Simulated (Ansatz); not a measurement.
Take GeTe (space group R3m, No. 160) as the base.

```xyz
2
Lattice="2.1133 1.2201 3.6399 -2.1133 1.2201 3.6399 0.0000 -2.4402 3.6399" Properties=species:S:1:pos:R:3 pbc="T T T"
Ge     0.0000     0.0000     2.5578
Te     0.0000     0.0000     8.3620
```

Cartesian axes are those of the cell as printed.

All numbers come from PBE, PAW, 420 eV (Ansatz, an electronic-structure program; spin-orbit coupling left out).

Modification: biaxial strain −2.84 %, plane normal [001], relaxed out of plane (Cartesian); in-plane vectors clamped, the third vector and the atoms free.

Task: What happens to the in-plane stress?

Result: The mean in-plane stress (compression positive) amounts to +2.6 GPa.

Task: How does this affect the out-of-plane strain?

Result: The out-of-plane strain is +3.31 %.

Stability against distortions was not tested.
